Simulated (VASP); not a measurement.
**Si in VASP 6.6.1, single-point calculation**

INCAR

```
ENCUT = 520
ISYM = 0
ISMEAR = -1
IBRION = -1
NBANDS = 11
PREC = Accurate
SIGMA = 0.02
LWAVE = .FALSE.
ISIF = 2
MAGMOM = 0.5 -0.5
NSW = 0
GGA = PE
LREAL = .FALSE.
ISPIN = 2
NELM = 120
LASPH = .TRUE.
LCHARG = .FALSE.
EDIFF = 1E-7
```

KPOINTS

```
KPOINTS created by Atomic Simulation Environment
0
Gamma
4 4 4
0 0 0
```

POSCAR

```
Si
 1.0000000000000000
    -0.0907372965000000    2.6313815992000000    2.6313815992000000
     2.6313815992000000   -0.0907372965000000    2.6313815992000000
     2.6313815992000000    2.6313815992000000   -0.0907372965000000
 Si
   2
Cartesian
 -0.0136329452143462 -0.0136329452143462 -0.0136329452143462
  1.3066394206893464  1.3066394206893464  1.3066394206893464
```

The recommended PBE PAW datasets give the neutral cell 8 valence electrons.

Command

```
mpirun -np 1 vasp_std
```

OSZICAR

```
N       E                     dE             d eps       ncg     rms          rms(c)
DAV:   1     0.668419174753E+01    0.66842E+01   -0.32465E+03  1584   0.567E+02
DAV:   2    -0.102288196106E+02   -0.16913E+02   -0.15937E+02  2178   0.853E+01
DAV:   3    -0.107749396280E+02   -0.54612E+00   -0.54419E+00  2059   0.124E+01
DAV:   4    -0.107790168517E+02   -0.40772E-02   -0.40768E-02  1923   0.136E+00
DAV:   5    -0.107790535841E+02   -0.36732E-04   -0.36732E-04  2052   0.121E-01    0.531E+00
DAV:   6    -0.106420082213E+02    0.13705E+00   -0.21178E-01  1812   0.193E+00    0.324E+00
DAV:   7    -0.105727919133E+02    0.69216E-01   -0.19240E-01  1890   0.198E+00    0.110E+00
DAV:   8    -0.105720447171E+02    0.74720E-03   -0.86138E-03  1868   0.565E-01    0.275E-01
DAV:   9    -0.105722997013E+02   -0.25498E-03   -0.35149E-03  1941   0.286E-01    0.119E-01
DAV:  10    -0.105725828590E+02   -0.28316E-03   -0.45184E-04  1872   0.134E-01    0.619E-02
DAV:  11    -0.105726609700E+02   -0.78111E-04   -0.59328E-05  1914   0.455E-02    0.401E-02
DAV:  12    -0.105727042597E+02   -0.43290E-04   -0.43473E-05  1872   0.378E-02    0.133E-02
DAV:  13    -0.105727085789E+02   -0.43192E-05   -0.55236E-06  2011   0.145E-02    0.512E-03
DAV:  14    -0.105727091033E+02   -0.52442E-06   -0.11952E-06  1872   0.824E-03    0.192E-03
DAV:  15    -0.105727092657E+02   -0.16239E-06   -0.27067E-07  1907   0.407E-03    0.116E-03
DAV:  16    -0.105727092468E+02    0.18928E-07   -0.58590E-09  1068   0.598E-04
   1 F= -.10572709E+02 E0= -.10572036E+02  d E =-.134584E-02  mag=    -0.0000
```

Standard output (part)

```
POSCAR found type information on POSCAR Si
 POSCAR found :  1 types and       2 ions
 LDA part: xc-table for (Slater+PW92), standard interpolation
 POSCAR, INCAR and KPOINTS ok, starting setup
 WAVECAR not read
 entering main loop
```

It converged. Results: pressure 7.1 GPa; largest force 0.13 eV/Å; magnetic moment of the cell 0.00 μB.

These settings aren't sound, so the numbers aren't properties of the crystal.

On sound settings PBE gives a gap of 0.02 eV on its mesh and a pressure of 6.5 GPa for the intended cell.

The run took about 32 s on one core of a shared host (Intel Xeon Platinum 8488C) and held 0.17 GiB at most.
